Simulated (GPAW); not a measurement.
Set up this calculation in GPAW 26.7.0, as an ASE script.

- Task: relaxation of cell and atoms
- Functional: PW91
- Potentials or basis: PAW data sets generated in the run's folder for this functional
- Cutoff: 600 eV
- Basis: pw
- k mesh: 8 × 8 × 5
- Occupations: fermi-dirac, width 0.05 eV
- Spin: no spin polarisation
- Maxiter: 150
- Optimizer: BFGS
- Fmax: 0.02 eV/Å
- Max steps: 40
- Convergence: density=1e-06 energy=1e-06 eigenstates=1e-10

The structure of Os lies in POSCAR:

```
Os
1.0
    2.7341000000      0.0000000000      0.0000000000
   -1.3670500000      2.3678000565      0.0000000000
    0.0000000000      0.0000000000      4.3197000000
Os
2
Direct
    0.6666666667      0.3333333333      0.7500000000
    0.3333333333      0.6666666667      0.2500000000
```

These files were run (other wordings do the same):

run.py

```python
from ase.filters import FrechetCellFilter
from ase.io import read, write
from ase.optimize import BFGS
from gpaw import GPAW, PW, setup_paths

setup_paths.insert(0, '.')

atoms = read('POSCAR')

calc = GPAW(mode=PW(600),
            xc='GGA_X_PW91+GGA_C_PW91',
            kpts={'size': (8, 8, 5), 'gamma': True},
            occupations={'name': 'fermi-dirac', 'width': 0.05},
            nbands=27,
            convergence={'density': 1e-06, 'energy': 1e-06, 'eigenstates': 1e-10},
            maxiter=150,
            txt='gpaw.txt')
atoms.calc = calc
opt = BFGS(FrechetCellFilter(atoms), trajectory='relax.traj', logfile='-')
done = opt.run(fmax=0.02, steps=40)
calc.write('gs.gpw')
write('result.traj', atoms)
print('Converged:', done)
print('Cell:', atoms.cell.cellpar().round(4))
print('Volume:', round(atoms.get_volume(), 4))
print(atoms.get_scaled_positions().round(5))
```

Potentials or basis: PAW data sets generated in the run's folder for this functional, pw.

Run with:

```console
$ gpaw-setup -f GGA_X_PW91+GGA_C_PW91 Os
$ OMP_NUM_THREADS=1 python run.py
```

Results of the run:

* Relaxed volume: 14.20 Å³/atom
* Relaxed cell: a = 2.749 Å, b = 2.749 Å, c = 4.342 Å, α = 90.00°, β = 90.00°, γ = 120.00°
* Space group after relaxing (to 0.05 Å): P6_3/mmc (No. 194)
* Energy gained by relaxing: 4.5 meV/atom
* Ionic steps: 3
* Pressure after relaxing: 0.0 GPa
* Band gap on the k mesh: none (metal or under the smearing width)

Caveat: later steps reuse the first step's grids.

Run time: 40 s on 1 thread of Arm Neoverse V2, on a shared host, peak memory 0.17 GiB.
